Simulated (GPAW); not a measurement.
Crystal: GaN.

```xyz
2
Lattice="0.0000 2.2535 2.2535 2.2535 0.0000 2.2535 2.2535 2.2535 0.0000" Properties=species:S:1:pos:R:3 pbc="T T T"
Ga    0.0000    0.0000    0.0000
N     1.1268    1.1268    1.1268
```

The cell is a database's computed one.

Base run:

- Program: GPAW 26.7.0
- Functional: LDA
- Potentials or basis: the program's PAW data sets (release 1.2.1) made for this functional
- Cutoff: 800 eV
- Basis: pw
- k mesh: 10 × 10 × 10
- Occupations: fermi-dirac, width 0.05 eV
- Spin: spin-orbit coupling, no magnetisation

Its results: band gap on the k mesh 1.87 eV, direct; pressure 0.8 GPa.

Question: The run is repeated on the same cell with these changes: functional from LDA to RPBE; band points from 60 to 80. What comes out?

Answer: Band gap on the k mesh 1.85 eV, direct; pressure 16.8 GPa.

Caveats: spin-orbit coupling was added after a scalar SCF, so levels and gaps hold it while energy, forces, pressure and moments don't; this program's spin-orbit splittings come out too wide for heavy elements; so large a pressure means that the cell lies far from this level's equilibrium, or that cutoff or potentials fall short (some runs).
